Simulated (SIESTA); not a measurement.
## SIESTA run on CsPbI3 (Pnma, 20 atoms in the cell): self-consistent single point

Method: GGA PBE, numerical atomic orbitals DZP, PseudoDojo PBE standard norm-conserving potentials (rewritten from UPF to PSML) in SIESTA.

This input was run:

```
# files in the folder: Cs.psml Pb.psml I.psml (PseudoDojo PBE standard)
SystemName  CsPbI3
SystemLabel siesta

NumberOfAtoms                20
NumberOfSpecies              3
%block ChemicalSpeciesLabel
  1 55 Cs
  2 82 Pb
  3 53 I
%endblock ChemicalSpeciesLabel
LatticeConstant              1.0 Ang
%block LatticeVectors
    10.543946000    0.000000000    0.000000000
     0.000000000    4.798669000    0.000000000
     0.000000000    0.000000000   17.850888000
%endblock LatticeVectors
AtomicCoordinatesFormat      Ang
%block AtomicCoordinatesAndAtomicSpecies
     0.857011931    3.599001750   11.997938843  1
     9.686934069    1.199667250    5.852949157  1
     4.414961069    1.199667250    3.072494843  1
     6.128984931    3.599001750   14.778393157  1
     1.706537660    1.199667250   16.765911027  2
     8.837408340    3.599001750    1.084976973  2
     3.565435340    3.599001750    7.840467027  2
     6.978510660    1.199667250   10.010420973  2
     3.555524031    3.599001750    0.036415812  3
     6.988421969    1.199667250   17.814472188  3
     1.716448969    1.199667250    8.961859812  3
     8.827497031    3.599001750    8.889028188  3
     0.308621299    1.199667250    2.004833231  3
    10.235324701    3.599001750   15.846054769  3
     4.963351701    3.599001750   10.930277231  3
     5.580594299    1.199667250    6.920610769  3
     3.124382079    1.199667250   14.054182631  3
     7.419563921    3.599001750    3.796705369  3
     2.147590921    3.599001750    5.128738631  3
     8.396355079    1.199667250   12.722149369  3
%endblock AtomicCoordinatesAndAtomicSpecies

XC.functional                GGA
XC.authors                   PBE
PAO.BasisSize                DZP
PAO.EnergyShift              0.005 Ry
MeshCutoff                   300 Ry
%block kgrid.MonkhorstPack
    2   0   0  0.0
    0   3   0  0.0
    0   0   1  0.0
%endblock kgrid.MonkhorstPack
OccupationFunction           FD
ElectronicTemperature        10 K

MaxSCFIterations             150
SCF.Mixer.Method             Broyden
SCF.Mixer.Weight             0.2
SCF.Mixer.History            8
SCF.DM.Tolerance             1.0E-04
Diag.ParallelOverK           true
WriteForces                  true
```

The program printed (abridged):

```
reinit: Reading from file input.fdf

reinit: System Name: CsPbI3
reinit: System Label: siesta

coor:   Atomic-coordinates input format  =     Cartesian coordinates
coor:                                          (in Angstroms)

siesta: Atomic coordinates (Bohr) and species
siesta:      1.61952   6.80113  22.67282  1        1
siesta:     18.30565   2.26704  11.06047  1        2
siesta:      8.34307   2.26704   5.80617  1        3
siesta:     11.58210   6.80113  27.92712  1        4
siesta:      3.22489   2.26704  31.68298  2        5
siesta:     16.70028   6.80113   2.05031  2        6
siesta:      6.73770   6.80113  14.81634  2        7
siesta:     13.18747   2.26704  18.91695  2        8
siesta:      6.71897   6.80113   0.06882  3        9
siesta:     13.20620   2.26704  33.66447  3       10
siesta:      3.24362   2.26704  16.93546  3       11
siesta:     16.68155   6.80113  16.79783  3       12
siesta:      0.58321   2.26704   3.78859  3       13
siesta:     19.34196   6.80113  29.94470  3       14
siesta:      9.37938   6.80113  20.65523  3       15
siesta:     10.54579   2.26704  13.07806  3       16
siesta:      5.90423   2.26704  26.55856  3       17
siesta:     14.02094   6.80113   7.17473  3       18
siesta:      4.05836   6.80113   9.69191  3       19
siesta:     15.86681   2.26704  24.04138  3       20

siesta: System type = bulk

initatomlists: Number of atoms, orbitals, and projectors:     20   264   560

siesta: ******************** Simulation parameters ****************************
redata: Spin configuration                          = none
redata: Time-Reversal Symmetry                      = T
redata: Number of Atomic Species                    =        3
redata: Mesh Cutoff                                 =   300.0000 Ry
redata: Net charge of the system                    =     0.0000 |e|
redata: Min. number of SCF Iter                     =        0
   [... lines left out ...]
diag: Parallel distribution                         =     1 x     1
diag: Used triangular part                          = Lower
diag: Absolute tolerance                            =  0.100E-15
diag: Orthogonalization factor                      =  0.100E-05
diag: Memory factor                                 =  1.0000

superc: Internal auxiliary supercell:     3 x     5 x     3  =      45
superc: Number of atoms, orbitals, and projectors:    900  11880  25200

                        Single-point calculation

superc: Internal auxiliary supercell:     3 x     5 x     3  =      45
superc: Number of atoms, orbitals, and projectors:    900  11880  25200

outcell: Unit cell vectors (Ang):
       10.543946    0.000000    0.000000
        0.000000    4.798669    0.000000
        0.000000    0.000000   17.850888

outcell: Cell vector modules (Ang)   :   10.543946    4.798669   17.850888
outcell: Cell angles (23,13,12) (deg):     90.0000     90.0000     90.0000
outcell: Cell volume (Ang**3)        :    903.1997
new_DM -- step:     1
Initializing Density Matrix...

Attempting to read DM from file... Failed...
DM filled with atomic data:

InitMesh: MESH = 120 x 50 x 192 = 1152000
InitMesh: Mesh cutoff (required, used) =   300.000   300.055 Ry

stepf: Fermi-Dirac step function
        iscf     Eharris(eV)        E_KS(eV)     FreeEng(eV)     dDmax    Ef(eV) dHmax(eV)
   scf:    1   -14393.355492   -14386.336588   -14386.336588  0.569072 -4.320863  4.796189
   scf:    2   -14390.178891   -14388.574333   -14388.574333  0.040962 -4.521579  2.420194
   scf:    3   -14389.483304   -14389.168853   -14389.168853  0.047269 -4.826118  0.699037
   scf:    4   -14389.308831   -14389.254312   -14389.254312  0.035344 -5.111654  0.213106
   scf:    5   -14389.254899   -14389.257763   -14389.257763  0.014449 -5.215155  0.094537
   scf:    6   -14389.262876   -14389.261648   -14389.261648  0.002212 -5.217315  0.031760
   scf:    7   -14389.262187   -14389.261987   -14389.261987  0.002572 -5.235204  0.012104
   scf:    8   -14389.262075   -14389.262039   -14389.262039  0.000632 -5.235186  0.003258
   scf:    9   -14389.262051   -14389.262046   -14389.262046  0.000415 -5.234877  0.001600
   scf:   10   -14389.262049   -14389.262048   -14389.262048  0.000302 -5.234666  0.001276
   scf:   11   -14389.262049   -14389.262048   -14389.262048  0.000229 -5.234526  0.000914
   scf:   12   -14389.262049   -14389.262049   -14389.262049  0.000163 -5.234420  0.000632
   scf:   13   -14389.262049   -14389.262049   -14389.262049  0.000113 -5.234335  0.000433
   scf:   14   -14389.262049   -14389.262049   -14389.262049  0.000069 -5.234298  0.000314
SCF Convergence by DM+H criterion
max |DM_out - DM_in|         :     0.0000689195
max |H_out - H_in|      (eV) :     0.0003143360
SCF cycle converged after 14 iterations

Using DM_out to compute the final energy and forces

siesta: E_KS(eV) =           -14389.2620

siesta: E_KS - E_eggbox =    -14389.2620

siesta: Atomic forces (eV/Ang):
     1   -0.008150   -0.000000   -0.007889
     2    0.008150   -0.000000    0.007889
     3    0.008150    0.000000   -0.007889
   [... 17 lines left out ...]
   Tot    0.000000   -0.000000    0.000000
   Max    0.266046
   Res    0.120296    sqrt( Sum f_i^2 / 3N )
   Max    0.266046    constrained

Stress tensor Voigt[x,y,z,yz,xz,xy] (kbar):      -12.10      -14.24      -13.62       -0.00        0.00       -0.00
(Free)E + p*V (eV/cell)   -14381.7541
Target enthalpy (eV/cell)   -14389.2620

siesta: Program's energy decomposition (eV):
siesta: Ebs     =     -2395.447258
siesta: Eions   =     19338.339740
siesta: Ena     =      3819.422796
siesta: Ekin    =      5358.526170
siesta: Enl     =      -120.711334
siesta: Eso     =         0.000000
siesta: Edftu   =         0.000000
siesta: DEna    =        64.899488
siesta: DUscf   =         1.918935
siesta: DUext   =         0.000000
siesta: Ex      =     -3847.264772
siesta: Ec      =      -327.713592
siesta: Exc     =     -4174.978364
siesta: Eharris =    -14389.262049
siesta: Etot    =    -14389.262049
siesta: FreeEng =    -14389.262049

siesta: Atomic forces (eV/Ang):
siesta:      1   -0.008150   -0.000000   -0.007889
siesta:      2    0.008150   -0.000000    0.007889
siesta:      3    0.008150    0.000000   -0.007889
siesta:      4   -0.008150   -0.000000    0.007889
siesta:      5   -0.161147   -0.000000    0.179715
siesta:      6    0.161147   -0.000000   -0.179715
siesta:      7    0.161147   -0.000000    0.179715
siesta:      8   -0.161147    0.000000   -0.179715
siesta:      9    0.183853   -0.000000    0.066665
siesta:     10   -0.183853    0.000000   -0.066665
siesta:     11   -0.183853    0.000000    0.066665
siesta:     12    0.183853   -0.000000   -0.066665
siesta:     13    0.131011    0.000000    0.097220
siesta:     14   -0.131011   -0.000000   -0.097220
siesta:     15   -0.131011   -0.000000    0.097220
siesta:     16    0.131011   -0.000000   -0.097220
siesta:     17    0.151758   -0.000000   -0.266046
siesta:     18   -0.151758   -0.000000    0.266046
siesta:     19   -0.151758   -0.000000   -0.266046
siesta:     20    0.151758   -0.000000    0.266046
siesta: ----------------------------------------
siesta:    Tot    0.000000   -0.000000    0.000000

siesta: Stress tensor (static) (eV/Ang**3):
siesta:    -0.007553   -0.000000    0.000000
siesta:    -0.000000   -0.008885   -0.000000
siesta:     0.000000   -0.000000   -0.008500

siesta: Cell volume =        903.199717 Ang**3

siesta: Pressure (static):
siesta:                Solid            Molecule  Units
siesta:           0.00009054          0.00009039  Ry/Bohr**3
siesta:           0.00831257          0.00829882  eV/Ang**3
siesta:          13.31820980         13.29618287  kBar
```

The run converged in 14 iterations.

The starting cell comes from a database of computed structures (which also holds hypothetical and non-ambient phases and stackings), without a prior relaxation at this level. Its lattice was rescaled by a random factor within 2.5 % of one. Values carry the incompleteness of an atom-centred basis.

Cost on one core of a shared machine: roughly 80 s.
